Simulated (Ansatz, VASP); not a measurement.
# Tl in VASP and in Ansatz

File INCAR:

```
PREC = Accurate ; ENCUT = 520
EDIFF = 1E-6 ; ISMEAR = 0
SIGMA = 0.15 ; LREAL = False
LASPH = True ; NELM = 100
ALGO = Fast ; ISIF = 2
LWAVE = False ; LCHARG = True
GGA = CA ; LELF = True
LVHAR = True ; NBANDS = 12
```

File KPOINTS:

```
Automatic mesh
0
Gamma
  18 18 18
```

File POSCAR:

```
Tl
1.0
    0.0000000000      2.7685137983      1.9573392554
    2.7685137983      0.0000000000      1.9573392554
    2.7685137983      2.7685137983      0.0000000000
Tl
1
Direct
    0.0000000000      0.0000000000      0.0000000000
```

Input for Ansatz:

```yaml
crystal:
  lattice:
    - [0.0, 2.7685137983, 1.9573392554]
    - [2.7685137983, 0.0, 1.9573392554]
    - [2.7685137983, 2.7685137983, 0.0]
  atoms:
    - { symbol: Tl, position: [0.0, 0.0, 0.0] }
basis:
  ecutwfc: 420
kpoints:
  mp_grid: { grid: [18, 18, 18] }
hamiltonian:
  xc: lda
scf:
  occupations: { method: gaussian, width: 0.15 }
output:
  forces: true
  stress: true
  eigenvalues: true
```

Alike in both runs: task single point; functional LDA; k mesh 18 × 18 × 18; occupations gaussian, width 0.15 eV; no spin polarisation.

```csv
,VASP,Ansatz
version,VASP 6.6.1,Ansatz 0.2.0
potentials or method,"VASP PAW LDA potentials, release 64 (Tl_d)","scalar-relativistic, plane waves, PAW"
plane-wave cutoff (eV),520,420
valence electrons in the cell,13,13
```

```csv
,VASP,Ansatz,Ansatz less VASP
gap on the k mesh at the Fermi level (eV),none,none,-
pressure (GPa),-3.2,-3.2,-0.03
```

A gap of «none» marks a metal or a gap that the smearing closes.

Spin-orbit coupling is left out, which matters for the levels of Tl.
